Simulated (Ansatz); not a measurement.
# NbC, space group Fm-3m: a projected density of states

With Ansatz's Python interface.

The cells in order, each with its output:

In [1]:
```python
import warnings

import ansatz
import numpy as np
```

In [2]:
```python
warnings.simplefilter("ignore", ansatz.DeckWarning)
```

In [3]:
```python
cell = (
    ansatz.Lattice.fcc(4.4691)
    .space_group(225)
    .atom("Nb", (0.0, 0.0, 0.0))
    .atom("C", (0.5, 0.0, 0.0))
    .primitive()
)
```

In [4]:
```python
[site.symbol for site in cell.resolved().sites]
```
Out [4]:
```text
['Nb', 'C']
```

In [5]:
```python
setup = (
    cell.calculation()
    .functional("pbesol")
    .kpoints(13)
    .occupations("gaussian", width=0.1)
    .scf(extra_bands=10)
    .density_of_states(projected=True, energy_step=0.05)
)
with warnings.catch_warnings(record=True) as caught:
    warnings.simplefilter("always")
    done = setup.run(threads=1, pin="off")
print("warnings raised:", sorted(w.category.__name__ for w in caught) or "none")
summary = done.report
```
```text
warnings raised: ['DeckWarning']
```

In [6]:
```python
summary["n_kpoints"], summary["n_symmetry_ops"], summary["n_pw"]
```
Out [6]:
```text
(84, 48, 411)
```

In [7]:
```python
[(site.symbol, site.position_frac.round(4).tolist()) for site in done.lattice.sites]
```
Out [7]:
```text
[(<Element.NB: 'Nb'>, [0.0, 0.0, 0.0]), (<Element.C: 'C'>, [0.5, 0.5, 0.5])]
```

In [8]:
```python
summary["n_iterations"], summary["closed_by"]
```
Out [8]:
```text
(6, 'deck_thresholds')
```

In [9]:
```python
dos = done.density_of_states()
energy = np.asarray(dos.energies_ev) - dos.fermi_ev
curves = {}
for site in done.projected_density_of_states().sites:
    for shell in site.shells:
        weight = sum(np.sum(curve.g_bin_mean_per_ev, axis=0) for curve in shell.curves)
        name = f"{site.species} {shell.label}"
        curves[name] = curves.get(name, 0) + weight
```

In [10]:
```python
print("E-EF   " + " ".join(f"{name:>8s}" for name in curves))
for e in np.arange(-6, 6 + 0.1, 1.0):
    print(f"{e:5.1f}  " + " ".join(f"{np.interp(e, energy, g):8.3f}" for g in curves.values()))
```
```text
E-EF      Nb 4S    Nb 5S    Nb 4P    Nb 4D     C 2S     C 2P
 -6.0     0.022    0.058    0.014    0.350    0.021    0.390
 -5.0     0.007    0.032    0.017    0.465    0.015    0.485
 -4.0     0.003    0.008    0.050    1.168    0.018    1.101
 -3.0     0.001    0.001    0.008    0.321    0.006    0.311
 -2.0     0.000    0.000    0.003    0.095    0.001    0.124
 -1.0     0.001    0.002    0.005    0.345    0.008    0.242
  0.0     0.000    0.005    0.002    0.500    0.013    0.175
  1.0     0.001    0.010    0.002    0.853    0.024    0.233
  2.0     0.001    0.022    0.001    1.689    0.042    0.282
  3.0     0.001    0.049    0.001    0.659    0.014    0.370
  4.0     0.001    0.010    0.001    0.348    0.029    0.193
  5.0     0.001    0.023    0.001    0.343    0.071    0.190
  6.0     0.002    0.030    0.002    0.322    0.117    0.181
```

Notes:
- The starting cell is as deposited in a crystallographic database; the results hold for this polymorph, which needn't be the stable one.
- Curves are summed over the cell's atoms. Only shells that the potentials hold have channels, so projections don't add up to the total, least of all where a shell is missing (p of most metals); heights and places of peaks move with the mesh.
- The density of states is complete only as far up as bands were computed.
- The whole script took 3.1 s on 1 thread of Arm Neoverse V1, on a shared host, peak memory 0.35 GiB.
